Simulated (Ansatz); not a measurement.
input.yaml (Ansatz)

```yaml
crystal:
  lattice:
    - [-2.885357683, 2.9962053702, 1.605187581]
    - [2.9962053702, -2.885357683, 1.605187581]
    - [3.0130561106, 3.0130561106, -1.4021698389]
  atoms:
    - { symbol: Hg, position: [0.0038292381, 0.9961707619, 0.0] }
    - { symbol: Hg, position: [0.7461707619, 0.2538292381, 0.5] }
hamiltonian:
  xc: r2scan
  pseudopotentials:
    kind: paw
    azcp:
      Hg: "pseudopotentials/Hg.paw.azcp"
basis:
  ecutwfc: 500
  fft_grid_basis: typed
kpoints:
  mp_grid: { grid: [13, 13, 9], shift: [0, 0, 0] }
magnetization:
  spin_polarized: false
scf:
  occupations: { method: fermi_dirac, width: 0.1 }
  lower_state_search: "off"
output:
  stress: true
```

and its output:

```
Engine: ansatz 0.2.0, x86_64-unknown-linux-gnu
Pseudopotentials: kind: paw
Pseudopotential: Hg, paw, valence charge 20, recommended cutoff 500 eV (meta_gga) 
Functional definition: r2SCAN
  parameter k0 = 0.174
  parameter k1 = 0.065
  parameter a1 = 4.9479
  exchange = r2scan_x(k0 = k0, k1 = k1, a1 = a1)
  correlation = r2scan_c
Crystal: 2 atoms, lattice volume = 57.807 Å³
Basis set: ecut = 500 eV, 1455 PW (Γ), exchange–correlation on 144×144×144 points (64 copies of the dense FFT grid, shifted against one another)
Bands: 24, of which v1, the nominal top of the filled ones, is band 20 counted from 1 (19 counted from 0)
Symmetry: 4 space group operations
Space group: C2/c (ITA 15), of the structure as read, at distance tolerance 3.9e-5 Å
k-points: 413 of 1521
Non-local potential: Hg, projectors of the file, l = 0: 3, l = 1: 2, l = 2: 2, l = 3: 1
PAW form: soft (Blöchl's): semilocal exchange-correlation on the pseudo side does not see the compensation charge
PAW frozen core: Hg, regenerated for the run's functional (the file was generated under x = pbe(κ = 0.804, μ = 0.2195149727645171), c = pbe(β = 0.06672455060314922))
PAW one-centre angular grid: Hg, 590 points (default); XC on 160 Gauss nodes
Initial density: superposition of atomic densities (neutral atoms: chi_scale 0, normalization atom), corrected by the library's trained network
Initial wavefunctions: pseudopotential atomic-orbital guess
Functional: x = r2scan, c = r2scan; τ floored in thin density (d = 2e-4 eV/Å³)
SCF iter   1: F=-27655.623938 eV  HF=-27655.647812 eV  |F-HF|=2.39e-2  |Δ(HF+E_count)|=         —  Δρ=7.47e-3  dr2=3.45e-2  dr2_τ=3.27e-3  ethr=1.77e-3  ⟨swp⟩=5.9  Hψ=40932  notcnv=0
SCF iter   2: F=-27655.635486 eV  HF=-27655.640641 eV  |F-HF|=5.15e-3  |Δ(HF+E_count)|=   7.17e-3  Δρ=3.81e-3  dr2=9.01e-3  dr2_τ=7.29e-4  ethr=8.62e-5  ⟨swp⟩=1.3  Hψ=16049  notcnv=0
SCF iter   3: F=-27655.638564 eV  HF=-27655.638548 eV  |F-HF|=1.65e-5  |Δ(HF+E_count)|=   2.09e-3  Δρ=9.16e-4  dr2=4.94e-4  dr2_τ=1.89e-5  ethr=2.25e-5  ⟨swp⟩=2.0  Hψ=16497  notcnv=0
SCF iter   4: F=-27655.638620 eV  HF=-27655.638603 eV  |F-HF|=1.63e-5  |Δ(HF+E_count)|=   5.58e-5  Δρ=2.20e-4  dr2=3.06e-5  dr2_τ=1.63e-6  ethr=1.24e-6  ⟨swp⟩=2.3  Hψ=17739  notcnv=0
SCF iter   5: F=-27655.638626 eV  HF=-27655.638625 eV  |F-HF|=6.19e-7  |Δ(HF+E_count)|=   2.16e-5  Δρ=5.25e-5  dr2=1.49e-6  dr2_τ=9.61e-8  ethr=7.64e-8  ⟨swp⟩=2.8  Hψ=14931  notcnv=0
SCF iter   6: F=-27655.638626 eV  HF=-27655.638626 eV  |F-HF|=6.59e-8  |Δ(HF+E_count)|=   7.86e-7  Δρ=1.16e-5  dr2=7.14e-8  dr2_τ=1.03e-8  ethr=2.50e-10  ⟨swp⟩=3.1  Hψ=42558  notcnv=0
SCF 1 converged in 6 iterations: F = -27655.638626 eV  dr2 = 7.14e-8
SCF converged after 6 iterations
Free energy (F): -27655.638626 eV
Harris-Foulkes:  -27655.638626 eV  (|F-HF|=6.59e-8)
Internal energy: -27655.622790 eV  (E = F + TS)
E sigma→0 (E₀):  -27655.630708 eV
Entropy (-TS):   -0.015836 eV (-7.918 meV/atom)
Fermi energy:    11.315718 eV
--- Per-component energies (eV) ---
  E_band       = -949.744405
  E_kinetic    = 1209.240443
  E_local      = -5732.005934  (includes V_loc(G=0)·N_el)
  E_nonlocal   = 148.033051
  E_hartree    = 2444.807396
  E_xc         = -416.178008
  E_vxc        = -579.754856  (∫ρ·V_xc dr)
  E_paw        = -19944.599538  (= ΣΔE_a)
  E_vpaw       = -925.459545  (= ΣTr[D̂ρ^β])
  E_aug_tail   = 0.000766  (compensation charges beyond the density's cutoff)
  E_vtau       = 40.576695  (kinetic-family band-sum trace: ∫τ·v_τ [+ j·A + Jᵃ·Aᵃ] dr)
  E_ewald      = -5364.623110
  E_core_change = -0.297855  (= ΣΔE_core)
  E_smearing   = -0.015836  (= −TS)
  E_closure    = 0.000000  (closes the sum)
  Σ components = -27655.638626   (vs F -27655.638626, Δ=0.00e0)
--- Stress (GPa, compression-positive) ---
       -1.500333      -0.024663       0.012617
       -0.024663      -1.500333       0.012617
        0.012617       0.012617      -1.386347
  P = ⅓ Tr σ = -1.4623 GPa (-14.623 kbar)
```

Command:

```sh
ansatz run input.yaml --threads 1 --pin off --max-ram 3584MiB --backend cpu --events-out ev --progress --plain --runs-dir out
```

On 1 thread of Intel(R) Xeon(R) Platinum 8259CL CPU @ 2.50GHz (Skylake/Cascade Lake) (shared host) this took about 71 s of wall time and 71 s of CPU time.
